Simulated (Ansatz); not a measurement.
Fe: converged, but where?

We look at Fe: an experimental structure (space group Fm-3m, primitive cell doubled), with 2 atoms per cell. Source: COD entry 9008469; the sample's temperature and pressure aren't taken into account, and it need not be the stable phase.

The calculation used Ansatz development build ahead of 0.2.0, DFT, PBE, PAW, plane waves, scalar-relativistic.

```yaml
crystal:
  lattice:
    - [0.0, 3.591, 3.591]
    - [1.7955, 0.0, 1.7955]
    - [1.7955, 1.7955, 0.0]
  atoms:
    - { symbol: Fe, position: [0.0, 0.0, 0.0], spin: 4.0 }
    - { symbol: Fe, position: [0.5, 0.0, 0.0] }
magnetization:
  spin_polarized: true
hamiltonian:
  xc: pbe
  pseudopotentials: { kind: paw }
basis:
  ecutwfc: 420
kpoints:
  mp_grid: { grid: [7, 14, 14] }
scf:
  occupations: { method: fermi_dirac, width: 0.1 }
  lower_state_search: "off"
output:
  forces: true
  stress: true
```

It took 19 s on 2 threads of x86-64 server CPU, on a shared host, peak memory 0.41 GiB.

The end of the output:

```
SCF converged after 31 iterations
Magnetization: -0.0003 μB (15.9999 up, 16.0001 down)
Absolute magnetization: 3.5424 μB (∫|ρ↑−ρ↓|, with the PAW one-centre terms)
Spin contamination: 1.2743 ħ² per cell (⟨S²⟩ above its minimum at these occupations)
Per-site moments (μB) at R_I (Å): [(1.7306, 1.0474), (-1.7309, 1.0474)]
Free energy (F): -8960.630596 eV
Harris-Foulkes:  -8960.630596 eV  (|F-HF|=1.55e-8)
Internal energy: -8960.510696 eV  (E = F + TS)
E sigma→0 (E₀):  -8960.570646 eV
Entropy (-TS):   -0.119900 eV (-59.950 meV/atom)
Fermi energy:    18.276268 eV
--- Forces (eV/Å), atoms counted from 1 ---
  atom   1  Fe     0.00000000    -0.00000000    -0.00000000
  atom   2  Fe     0.00000000    -0.00000000     0.00000000
--- Stress (GPa, compression-positive) ---
      -11.622113      -2.798400      -2.798400
       -2.798400     -11.622113       2.798400
       -2.798400       2.798400     -11.622113
  P = ⅓ Tr σ = -11.6221 GPa (-116.221 kbar)
```

Site moments are taken inside atomic spheres and don't add up to the total.

Question: Would you trust this as the ground state? If a lower solution is known, describe it.

Answer: No. A state 23.5 meV/atom (0.047 eV per cell) lower exists in this cell: ferromagnetic, site moments Fe1 2.45, Fe2 2.45 μB, total 4.82 μB per cell, no gap on the k-mesh. It was reached from: parallel moments, default search for lower states [Fe1 4.00, Fe2 4.00 μB]; the moments in brackets, symmetry off, plain SCF [Fe1 4.00, Fe2 4.00 μB]. The wrong state matters: the pressure is 4.3 GPa there against -11.6 GPa here. Signs that this run gave and the runs to the lower state didn't: a notice that the order of the start wasn't kept. This multiple of the primitive cell fits some opposed orders; other multiples fit others. Orders that need a larger cell or non-collinear spins weren't tried.
